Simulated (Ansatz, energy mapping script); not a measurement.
# MnHO2 monolayer: energy mapping under PBE+U (2.8 eV) (strain in the plane to area × 1.03), part 2 of 2

How strongly do the moments of MnHO2 monolayer couple under PBE+U (2.8 eV)? The plan is to run several orders and fit a Heisenberg model.

PBE with U = 2.8 eV on Mn d, ortho-atomic projectors; plane waves, U on orthogonalised atomic orbitals unless named otherwise, collinear spin, no spin–orbit coupling.

So far. Step 4 (Order 2: compensated +−, cell A of 8 atoms): The run ends antiferromagnetic, 11.04 meV a magnetic atom below the parallel order of its cell. Step 5 (Parallel start in cell B (8 atoms)): The run ends ferromagnetic. For each magnetic atom its energy differs from the parallel run of the first cell by 0.05 meV, an error that one common reference would have brought in.

**6. Compensated +− start in cell B (8 atoms)**

This order reverses 0 of the 2 neighbours at 2.93 Å, 4 of the 4 neighbours at 3.22 Å and 4 of the 4 neighbours at 5.25 Å, counted for an average magnetic atom.

input.yaml reads:

```yaml
crystal:
  lattice:
    - [6.4483010713, 1.177e-07, 0.0]
    - [-1.3323707608, 2.6108074712, 0.0]
    - [0.0, 0.0, 18.054585]
  atoms:
    - { symbol: Mn, position: [0.0268415, 0.026841, 0.531876], spin: 4.5 }
    - { symbol: Mn, position: [0.5268415, 0.026841, 0.531876], spin: -4.5 }
    - { symbol: O, position: [0.389812, 0.3898115, 0.472568] }
    - { symbol: O, position: [0.889812, 0.3898115, 0.472568] }
    - { symbol: O, position: [0.1682415, 0.668241, 0.584593] }
    - { symbol: O, position: [0.6682415, 0.668241, 0.584593] }
    - { symbol: H, position: [0.403049, 0.4030485, 0.415407] }
    - { symbol: H, position: [0.903049, 0.4030485, 0.415407] }
magnetization:
  spin_polarized: true
kpoints:
  mp_grid: { grid: [5, 10, 1] }
hamiltonian:
  xc: pbe
  hubbard:
    sites:
      - { species: Mn, l: d, u_eff: 2.8 }
      - { site: 0, l: d, u_eff: 2.8, starting_ns: [{ spin: up, occupation_matrix: mn1_major }, { spin: down, occupation_matrix: mn1_minor }] }
      - { site: 1, l: d, u_eff: 2.8, starting_ns: [{ spin: up, occupation_matrix: mn1_minor }, { spin: down, occupation_matrix: mn1_major }] }
    projectors: ortho-atomic
    occupation_matrices:
      mn1_major:
        matrix:
          - [0.995, -0.001, -0.001, -0.002, -0.003]
          - [-0.001, 0.929, 0.108, 0.075, -0.062]
          - [-0.001, 0.108, 0.773, -0.156, 0.109]
          - [-0.002, 0.075, -0.156, 0.886, 0.073]
          - [-0.003, -0.062, 0.109, 0.073, 0.934]
      mn1_minor:
        matrix:
          - [0.076, -0.01, -0.005, 0.006, 0.008]
          - [-0.01, 0.123, -0.039, -0.019, 0.05]
          - [-0.005, -0.039, 0.179, 0.079, -0.039]
          - [0.006, -0.019, 0.079, 0.145, -0.015]
          - [0.008, 0.05, -0.039, -0.015, 0.135]
scf:
  occupations: { method: fermi_dirac, width: 0.04 }
output:
  eigenvalues: true
```

Command:

```console
$ ansatz run input.yaml --threads 4 --pin off --max-ram 8192MiB --backend cpu --events-out ev --progress --plain --runs-dir out
```

Numbers of over 12 decimals in the logs are rounded to 6 here.

What it wrote:

```text
[...]
Crystal: 8 atoms, lattice volume = 303.954 Å³
Basis set: ecut = 420 eV, 5923 PW (Γ)
Bands: 41, of which v1, the nominal top of the filled ones, is band 28 counted from 1 (27 counted from 0)
Symmetry: 1 space group operations
k-points: 26 of 50 (time reversal used)
[...]
Starting moments: Σ|m| = 9 μB on 2 of 8 sites
[...]
k-point 1 ↑: bands = [... 24 lower, -3.6534, -3.4912, -2.5429, -1.6990, -0.5462, 0.3191, 1.1965, 1.6170, ... 9 higher]
  k-point 2 ↑: bands = [... 24 lower, -3.4805, -3.2935, -2.4524, -1.9319, -0.3044, 0.1851, 1.3487, 1.5587, ... 9 higher]
  k-point 25 ↓: bands = [... 24 lower, -3.5082, -3.3557, -2.4790, -1.9009, -0.2593, 0.3456, 1.1295, 1.3280, ... 9 higher]
Occupation matrices written to <dir>
[key lines of the parts left out:]
SCF converged after 16 iterations
Magnetization: 0.0000 μB (28.0000 up, 28.0000 down)
Free energy (F): -10096.172344 eV
Fermi energy:    -1.165631 eV
```

Wall time 22 s (4 threads of Arm Neoverse V1, shared host); peak memory 0.96 GiB.

The run ends antiferromagnetic, 11.84 meV a magnetic atom below the parallel order of its cell.

**7. Run 5 (parallel; cell C, 12 atoms)**

A new cell needs its own zero of energy.

input.yaml reads:

```yaml
crystal:
  lattice:
    - [3.2241505357, 5.89e-08, 0.0]
    - [-3.9971122824, 7.8324224135, 0.0]
    - [0.0, 0.0, 18.054585]
  atoms:
    - { symbol: Mn, position: [0.053683, 0.008947, 0.531876], spin: 4.5 }
    - { symbol: Mn, position: [0.053683, 0.342280333, 0.531876], spin: 4.5 }
    - { symbol: Mn, position: [0.053683, 0.675613667, 0.531876], spin: 4.5 }
    - { symbol: O, position: [0.779624, 0.129937167, 0.472568] }
    - { symbol: O, position: [0.779624, 0.4632705, 0.472568] }
    - { symbol: O, position: [0.779624, 0.796603833, 0.472568] }
    - { symbol: O, position: [0.336483, 0.222747, 0.584593] }
    - { symbol: O, position: [0.336483, 0.556080333, 0.584593] }
    - { symbol: O, position: [0.336483, 0.889413667, 0.584593] }
    - { symbol: H, position: [0.806098, 0.1343495, 0.415407] }
    - { symbol: H, position: [0.806098, 0.467682833, 0.415407] }
    - { symbol: H, position: [0.806098, 0.801016167, 0.415407] }
magnetization:
  spin_polarized: true
kpoints:
  mp_grid: { grid: [9, 4, 1] }
hamiltonian:
  xc: pbe
  hubbard:
    sites:
      - { species: Mn, l: d, u_eff: 2.8 }
      - { site: 0, l: d, u_eff: 2.8, starting_ns: [{ spin: up, occupation_matrix: mn1_major }, { spin: down, occupation_matrix: mn1_minor }] }
      - { site: 1, l: d, u_eff: 2.8, starting_ns: [{ spin: up, occupation_matrix: mn1_major }, { spin: down, occupation_matrix: mn1_minor }] }
      - { site: 2, l: d, u_eff: 2.8, starting_ns: [{ spin: up, occupation_matrix: mn1_major }, { spin: down, occupation_matrix: mn1_minor }] }
    projectors: ortho-atomic
    occupation_matrices:
      mn1_major:
        matrix:
          - [0.995, -0.001, -0.001, -0.002, -0.003]
          - [-0.001, 0.929, 0.108, 0.075, -0.062]
          - [-0.001, 0.108, 0.773, -0.156, 0.109]
          - [-0.002, 0.075, -0.156, 0.886, 0.073]
          - [-0.003, -0.062, 0.109, 0.073, 0.934]
      mn1_minor:
        matrix:
          - [0.076, -0.01, -0.005, 0.006, 0.008]
          - [-0.01, 0.123, -0.039, -0.019, 0.05]
          - [-0.005, -0.039, 0.179, 0.079, -0.039]
          - [0.006, -0.019, 0.079, 0.145, -0.015]
          - [0.008, 0.05, -0.039, -0.015, 0.135]
scf:
  occupations: { method: fermi_dirac, width: 0.04 }
output:
  eigenvalues: true
```

What it wrote:

```text
[...]
Crystal: 12 atoms, lattice volume = 455.931 Å³
Basis set: ecut = 420 eV, 8953 PW (Γ)
Bands: 61, of which v1, the nominal top of the filled ones, is band 42 counted from 1 (41 counted from 0)
Symmetry: 3 space group operations
[...]
k-points: 19 of 36 (time reversal used)
[...]
Starting moments: Σ|m| = 13.5 μB on 3 of 12 sites
[...]
k-point 1 ↑: bands = [... 38 lower, -4.1886, -4.1275, -3.8423, -3.7064, -3.2449, -2.6249, -2.5609, -1.6246, ... 15 higher]
  k-point 2 ↑: bands = [... 38 lower, -4.2196, -4.2196, -3.7225, -3.7225, -3.2769, -2.4705, -2.4705, -1.6179, ... 15 higher]
  k-point 18 ↓: bands = [... 38 lower, 1.1356, 1.4892, 1.5331, 1.5602, 1.7079, 1.8119, 1.8302, 1.8961, ... 15 higher]
Occupation matrices written to <dir>
[key lines of the parts left out:]
SCF converged after 15 iterations
Magnetization: 11.9994 μB (47.9997 up, 36.0003 down)
Free energy (F): -15144.223569 eV
Fermi energy:    -0.882123 eV
```

It took 39 s on 4 threads; peak memory 1.4 GiB.

The run ends ferromagnetic. For each magnetic atom its energy differs from the parallel run of the first cell by -0.03 meV, an error that one common reference would have brought in.

**8. Order 6: uncompensated ++−, cell C of 12 atoms**

This order reverses 1.33 of the 2 neighbours at 2.93 Å, 1.33 of the 4 neighbours at 3.22 Å and 2.67 of the 4 neighbours at 5.25 Å, counted for an average magnetic atom.

input.yaml, as its differences from that of step 7:

```diff
@@ -8,3 +8,3 @@
     - { symbol: Mn, position: [0.053683, 0.342280333, 0.531876], spin: 4.5 }
-    - { symbol: Mn, position: [0.053683, 0.675613667, 0.531876], spin: 4.5 }
+    - { symbol: Mn, position: [0.053683, 0.675613667, 0.531876], spin: -4.5 }
     - { symbol: O, position: [0.779624, 0.129937167, 0.472568] }
@@ -29,3 +29,3 @@
       - { site: 1, l: d, u_eff: 2.8, starting_ns: [{ spin: up, occupation_matrix: mn1_major }, { spin: down, occupation_matrix: mn1_minor }] }
-      - { site: 2, l: d, u_eff: 2.8, starting_ns: [{ spin: up, occupation_matrix: mn1_major }, { spin: down, occupation_matrix: mn1_minor }] }
+      - { site: 2, l: d, u_eff: 2.8, starting_ns: [{ spin: up, occupation_matrix: mn1_minor }, { spin: down, occupation_matrix: mn1_major }] }
     projectors: ortho-atomic
```

What it wrote:

```text
[...]
Crystal: 12 atoms, lattice volume = 455.931 Å³
Basis set: ecut = 420 eV, 8953 PW (Γ)
Bands: 61, of which v1, the nominal top of the filled ones, is band 42 counted from 1 (41 counted from 0)
Symmetry: 1 space group operations
[...]
k-points: 19 of 36 (time reversal used)
[...]
Starting moments: Σ|m| = 13.5 μB on 3 of 12 sites
[...]
k-point 1 ↑: bands = [... 38 lower, -3.4051, -3.0729, -2.8785, -2.5423, -1.6932, -1.3356, -0.6391, -0.3801, ... 15 higher]
  k-point 2 ↑: bands = [... 38 lower, -3.4117, -3.0852, -2.8657, -2.4659, -1.6650, -1.3304, -0.4116, -0.3410, ... 15 higher]
  k-point 18 ↓: bands = [... 38 lower, -2.6701, -2.1034, -0.1657, 1.1411, 1.3068, 1.4737, 1.6198, 1.6897, ... 15 higher]
Occupation matrices written to <dir>
[key lines of the parts left out:]
SCF converged after 16 iterations
Magnetization: 3.9999 μB (44.0000 up, 40.0000 down)
Free energy (F): -15144.243269 eV
Fermi energy:    -1.036398 eV
```

Elapsed: 38 s, on 4 threads; peak memory 1.4 GiB.

The run ends ferrimagnetic, 6.67 meV a magnetic atom below the parallel order of its cell.

**9. Parallel start in cell D (12 atoms)**

The parallel order again, as the reference for this cell.

This run holds the same structure in another cell (a 3.224 → 9.672 Å, b 8.793 → 2.931 Å).

input.yaml reads:

```yaml
crystal:
  lattice:
    - [9.672451607, 1.766e-07, 0.0]
    - [-1.3323707608, 2.6108074712, 0.0]
    - [0.0, 0.0, 18.054585]
  atoms:
    - { symbol: Mn, position: [0.017894333, 0.026841, 0.531876], spin: 4.5 }
    - { symbol: Mn, position: [0.351227667, 0.026841, 0.531876], spin: 4.5 }
    - { symbol: Mn, position: [0.684561, 0.026841, 0.531876], spin: 4.5 }
    - { symbol: O, position: [0.259874667, 0.3898115, 0.472568] }
    - { symbol: O, position: [0.593208, 0.3898115, 0.472568] }
    - { symbol: O, position: [0.926541333, 0.3898115, 0.472568] }
    - { symbol: O, position: [0.112161, 0.668241, 0.584593] }
    - { symbol: O, position: [0.445494333, 0.668241, 0.584593] }
    - { symbol: O, position: [0.778827667, 0.668241, 0.584593] }
    - { symbol: H, position: [0.268699333, 0.4030485, 0.415407] }
    - { symbol: H, position: [0.602032667, 0.4030485, 0.415407] }
    - { symbol: H, position: [0.935366, 0.4030485, 0.415407] }
magnetization:
  spin_polarized: true
kpoints:
  mp_grid: { grid: [4, 12, 1] }
hamiltonian:
  xc: pbe
  hubbard:
    sites:
      - { species: Mn, l: d, u_eff: 2.8 }
      - { site: 0, l: d, u_eff: 2.8, starting_ns: [{ spin: up, occupation_matrix: mn1_major }, { spin: down, occupation_matrix: mn1_minor }] }
      - { site: 1, l: d, u_eff: 2.8, starting_ns: [{ spin: up, occupation_matrix: mn1_major }, { spin: down, occupation_matrix: mn1_minor }] }
      - { site: 2, l: d, u_eff: 2.8, starting_ns: [{ spin: up, occupation_matrix: mn1_major }, { spin: down, occupation_matrix: mn1_minor }] }
    projectors: ortho-atomic
    occupation_matrices:
      mn1_major:
        matrix:
          - [0.995, -0.001, -0.001, -0.002, -0.003]
          - [-0.001, 0.929, 0.108, 0.075, -0.062]
          - [-0.001, 0.108, 0.773, -0.156, 0.109]
          - [-0.002, 0.075, -0.156, 0.886, 0.073]
          - [-0.003, -0.062, 0.109, 0.073, 0.934]
      mn1_minor:
        matrix:
          - [0.076, -0.01, -0.005, 0.006, 0.008]
          - [-0.01, 0.123, -0.039, -0.019, 0.05]
          - [-0.005, -0.039, 0.179, 0.079, -0.039]
          - [0.006, -0.019, 0.079, 0.145, -0.015]
          - [0.008, 0.05, -0.039, -0.015, 0.135]
scf:
  occupations: { method: fermi_dirac, width: 0.04 }
output:
  eigenvalues: true
```

What it wrote:

```text
[...]
k-point 1 ↑: bands = [... 38 lower, -4.1265, -3.9106, -3.8412, -3.7441, -3.2515, -2.8532, -2.5596, -2.0002, ... 15 higher]
  k-point 2 ↑: bands = [... 38 lower, -4.2184, -3.9740, -3.7214, -3.6096, -3.1690, -2.6133, -2.4691, -1.9859, ... 15 higher]
  k-point 25 ↓: bands = [... 38 lower, 1.1504, 1.4341, 1.4341, 1.6405, 1.7258, 1.7968, 1.7968, 1.9335, ... 15 higher]
Occupation matrices written to <dir>
[key lines of the parts left out:]
SCF converged after 15 iterations
Magnetization: 11.9995 μB (47.9997 up, 36.0003 down)
Free energy (F): -15144.223535 eV
Fermi energy:    -0.880629 eV
```

Run time: 52 s. Hardware: 4 threads; peak memory 1.6 GiB; 3.4 min of CPU time.

The run ends ferromagnetic. For each magnetic atom its energy differs from the parallel run of the first cell by -0.02 meV, an error that one common reference would have brought in.

**10. Order 8: uncompensated ++−, cell D of 12 atoms**

This order reverses 0 of the 2 neighbours at 2.93 Å, 2.67 of the 4 neighbours at 3.22 Å and 2.67 of the 4 neighbours at 5.25 Å, counted for an average magnetic atom.

input.yaml, as its differences from that of step 9:

```diff
@@ -8,3 +8,3 @@
     - { symbol: Mn, position: [0.351227667, 0.026841, 0.531876], spin: 4.5 }
-    - { symbol: Mn, position: [0.684561, 0.026841, 0.531876], spin: 4.5 }
+    - { symbol: Mn, position: [0.684561, 0.026841, 0.531876], spin: -4.5 }
     - { symbol: O, position: [0.259874667, 0.3898115, 0.472568] }
@@ -29,3 +29,3 @@
       - { site: 1, l: d, u_eff: 2.8, starting_ns: [{ spin: up, occupation_matrix: mn1_major }, { spin: down, occupation_matrix: mn1_minor }] }
-      - { site: 2, l: d, u_eff: 2.8, starting_ns: [{ spin: up, occupation_matrix: mn1_major }, { spin: down, occupation_matrix: mn1_minor }] }
+      - { site: 2, l: d, u_eff: 2.8, starting_ns: [{ spin: up, occupation_matrix: mn1_minor }, { spin: down, occupation_matrix: mn1_major }] }
     projectors: ortho-atomic
```

What it wrote:

```text
[...]
Crystal: 12 atoms, lattice volume = 455.931 Å³
Basis set: ecut = 420 eV, 8885 PW (Γ)
Bands: 61, of which v1, the nominal top of the filled ones, is band 42 counted from 1 (41 counted from 0)
Symmetry: 1 space group operations
k-points: 26 of 48 (time reversal used)
[...]
Starting moments: Σ|m| = 13.5 μB on 3 of 12 sites
[...]
k-point 1 ↑: bands = [... 38 lower, -3.5703, -3.3701, -3.0173, -2.4427, -2.0207, -1.4527, -0.6125, 0.3002, ... 15 higher]
  k-point 2 ↑: bands = [... 38 lower, -3.4275, -3.2966, -2.8263, -2.3810, -2.0369, -1.5787, -0.3537, -0.0822, ... 15 higher]
  k-point 25 ↓: bands = [... 38 lower, -2.3961, -2.0943, -0.3609, 1.2141, 1.2682, 1.4614, 1.5830, 1.7606, ... 15 higher]
Occupation matrices written to <dir>
[key lines of the parts left out:]
SCF converged after 17 iterations
Magnetization: 4.0000 μB (44.0000 up, 40.0000 down)
Free energy (F): -15144.243053 eV
Fermi energy:    -1.069587 eV
```

It took 54 s on 4 threads; peak memory 1.7 GiB.

The run ends ferrimagnetic, 6.61 meV a magnetic atom below the parallel order of its cell.

**11. The fit**

Each energy difference is a sum of couplings weighted by the pairs that the order reverses. A few near shells are fitted to the differences by least squares. Energies are those extrapolated to zero occupation width, not the free energies F.

The orders side by side; each is measured from the parallel order in the same cell and on the same mesh:

```csv
order,atoms,energy (meV a magnetic atom),moments (μB),moments kept as typed,"opposed neighbours at 2.93, 3.22, 5.25 Å"
parallel in cell A,8,0.00,3.35,yes,"0, 0, 0"
compensated +− in cell A,8,-11.04,3.29,yes,"2, 2, 2"
parallel in cell B,8,0.00,3.35,yes,"0, 0, 0"
compensated +− in cell B,8,-11.84,3.31,yes,"0, 4, 4"
parallel in cell C,12,0.00,3.35,yes,"0, 0, 0"
uncompensated ++− in cell C,12,-6.67,3.28 to 3.32,yes,"1.33, 1.33, 2.67"
parallel in cell D,12,0.00,3.35,yes,"0, 0, 0"
uncompensated ++− in cell D,12,-6.61,3.31 to 3.33,yes,"0, 2.67, 2.67"
```

Couplings from the energies, with E = −Σ J e·e over ordered pairs:

```csv
pair,distance (Å),neighbours,J (meV)
Mn–Mn,2.93,2,-1.35
Mn–Mn,3.22,4,-1.66
Mn–Mn,5.25,4,0.257
```

These orders cannot tell some unfitted shells from fitted ones: the value at 3.22 Å holds J(3.22) − J(5.86) + J(7.87) and the value at 5.25 Å holds J(5.25) + J(5.86); other unfitted shells add to the values wholly or in part.

Adding the shell at 5.74 Å gives -1.8, -1.7, 0.26 and 0.48 meV, an exact solve that tests nothing.

**12. Comparison**

The first set of orders, under PBE+U (2.8 eV), strain in the plane to area × 1, took 17 min of CPU time summed over its finished orders (seed run apart), these 17 min.

```csv
quantity,this set,first set
"J at 2.93 Å (2.89 Å in the first set), meV",-1.35,-2.69
"J at 3.22 Å (3.18 Å in the first set), meV",-1.66,-2.49
"J at 5.25 Å (5.17 Å in the first set), meV",0.257,0.264
```

The coupling that led in the first set goes from -2.69 to -1.35 meV.

**13. Outcome**

- lowest order tried: compensated +− in cell B
- largest fitted value (a combination of shells), Mn–Mn at 3.22 Å: -1.66 meV

What this shows: Of the orders tried, MnHO2 monolayer (strain in the plane to area × 1.03) prefers the order “compensated +− in cell B” under PBE+U (2.8 eV), with 0 of 2 neighbours at 2.93 Å, 4 of 4 neighbours at 3.22 Å and 4 of 4 neighbours at 5.25 Å opposed. The largest fitted value is -1.7 meV, at 3.22 Å. It is a combination of shells that these orders cannot split, so neither its size nor its sign can be laid on that pair alone. The orders also reverse pairs at 5.74 and 5.86 Å, which are not fitted, so the fitted values hold their part too. With 4 differences for 3 couplings the fit misses by 0.89 meV at most, which is not small: farther shells, terms beyond the Heisenberg form or the mesh can cause that. In the fitted orders moments change by up to 2.0 % against the parallel run of the same cell, so their size stays put. The program narrowed the symmetry for the carried occupation matrices. Where that marks an ordered orbital filling, bonds of one length need not share one coupling; each fitted J is a mean over the bonds that the orders reverse.

[Logs and program files are shortened in this print: banners, set-up blocks, solver, clock and traceback lines can be left out without a mark of their own.]

[Logs are printed without paths, hosts, clocks, repeated set-up lines and the standing remarks that a program may print on its own settings, such as how far it seeks lower states.]

[Hosts, paths, dates, database ids (printed as entryN), source tags and the programs' standing remarks are cut or masked in the printed files.]

[Where a cell is said to come from a database of computed structures, the database is the Materials Project.]
